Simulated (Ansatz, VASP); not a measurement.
# Ge: VASP beside Ansatz

INCAR

```
SYSTEM = Ge
PREC     = Accurate       ! precision mode
ENCUT    = 520            ! plane-wave cutoff, eV
EDIFF    = 1E-7           ! SCF threshold, eV
ISMEAR   = -1             ! smearing method
SIGMA    = 0.1            ! smearing width, eV
LREAL    = .FALSE.        ! projectors in reciprocal space
LASPH    = .TRUE.         ! aspherical terms in the spheres
NELM     = 60             ! most SCF steps
ALGO     = Normal         ! electronic algorithm
ISIF     = 2              ! what is computed and relaxed
LWAVE    = .FALSE.        ! write WAVECAR
LCHARG   = .FALSE.        ! write CHGCAR
GGA      = PS             ! functional
NBANDS   = 36             ! bands
```

Contents of KPOINTS:

```
Automatic mesh
0
G
  7 7 4
  0 0 0
```

POSCAR

```
Ge
1.0
    3.8880074754      0.0000000000      0.0000000000
   -1.9440037377      3.3671132148      0.0000000000
    0.0000000000      0.0000000000      6.4184813028
Ge
4
Direct
    0.6666666667      0.3333333333      0.0629010000
    0.3333333333      0.6666666667      0.5629010000
    0.6666666667      0.3333333333      0.4370990000
    0.3333333333      0.6666666667      0.9370990000
```

Input for Ansatz:

```yaml
crystal:
  lattice:
    - [3.8880074754489318, 0.0, 0.0]
    - [-1.9440037377244659, 3.3671132148467677, 0.0]
    - [0.0, 0.0, 6.418481302794541]
  atoms:
    - { symbol: Ge, position: [0.6666666666666666, 0.3333333333333333, 0.062901] }
    - { symbol: Ge, position: [0.3333333333333333, 0.6666666666666666, 0.562901] }
    - { symbol: Ge, position: [0.6666666666666666, 0.3333333333333333, 0.437099] }
    - { symbol: Ge, position: [0.3333333333333333, 0.6666666666666666, 0.937099] }
basis:
  ecutwfc: 500.0
kpoints:
  mp_grid:
    grid: [7, 7, 4]
hamiltonian:
  xc: pbesol
  pseudopotentials:
    kind: paw
scf:
  occupations:
    method: fermi_dirac
output:
  stress: true
```

This isn't the form of Ge at room conditions, which is diamond.

Alike in both runs: task single point; functional PBEsol; k mesh 7 × 7 × 4; no spin polarisation.

```csv
,VASP,Ansatz
version,VASP 6.6.1,Ansatz 0.2.0
potentials or method,"VASP PAW PBE potentials, release 64 (Ge_d)","plane waves, PAW"
plane-wave cutoff (eV),520,500
occupations,"fermi-dirac, width 0.1 eV",fermi-dirac
valence electrons in the cell,56,56
```

|  | VASP | Ansatz | Ansatz less VASP |
| --- | --- | --- | --- |
| pressure (GPa) | 6.7 | 6.8 | +0.08 |
| largest component of the traceless stress (GPa) | 0.28 | 0.28 | 0.000 |

Caveats: the PAW data sets were made with another functional, which shifts forces and pressure a little (VASP).
